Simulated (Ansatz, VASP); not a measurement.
Sb in VASP and in Ansatz

File INCAR:

```
SYSTEM = Sb
ALGO = Fast ; EDIFF = 1E-6
ENCUT = 520 ; ISIF = 2
ISMEAR = 0 ; LASPH = .True.
LCHARG = .True. ; LELF = .True.
LREAL = .False. ; LVHAR = .True.
LWAVE = .False. ; NBANDS = 8
NELM = 100 ; PREC = Accurate
SIGMA = 0.15
```

File KPOINTS:

```
k-points
0
Gamma
  24 24 24
  0 0 0
```

The input POSCAR:

```
Sb
1.0
   -1.5765401831      1.5765401831      2.7119384313
    1.5765401831     -1.5765401831      2.7119384313
    1.5765401831      1.5765401831     -2.7119384313
Sb
1
Direct
    0.0000000000      0.0000000000      0.0000000000
```

Input for Ansatz:

```yaml
crystal:
  lattice:
    - [-1.5765401831, 1.5765401831, 2.7119384313]
    - [1.5765401831, -1.5765401831, 2.7119384313]
    - [1.5765401831, 1.5765401831, -2.7119384313]
  atoms:
    - { symbol: Sb, position: [0.0, 0.0, 0.0] }
basis:
  ecutwfc: 420
kpoints:
  mp_grid: { grid: [24, 24, 24] }
hamiltonian:
  xc: lda
scf:
  occupations: { method: gaussian, width: 0.15 }
output:
  forces: true
  stress: true
  eigenvalues: true
```

This isn't the form of Sb at room conditions, which is rhombohedral.

Alike in both runs: task single point; functional LDA; k mesh 24 × 24 × 24; occupations gaussian, width 0.15 eV; no spin polarisation.

|  | VASP | Ansatz |
| --- | --- | --- |
| version | VASP 6.6.1 | Ansatz 0.2.0 |
| potentials or method | VASP PAW LDA potentials, release 64 (Sb) | scalar-relativistic, plane waves, PAW |
| plane-wave cutoff (eV) | 520 | 420 |
| valence electrons in the cell | 5 | 15 |

|  | VASP | Ansatz | Ansatz less VASP |
| --- | --- | --- | --- |
| gap on the k mesh at the Fermi level (eV) | none | none | - |
| pressure (GPa) | -2.2 | -2.3 | -0.10 |
| largest component of the traceless stress (GPa) | 0.32 | 0.38 | +0.055 |

A gap of «none» marks a metal or a gap that the smearing closes. The two sets of potentials don't hold the same shells in valence.

The runs have no spin-orbit coupling, so splittings on Sb are missing.
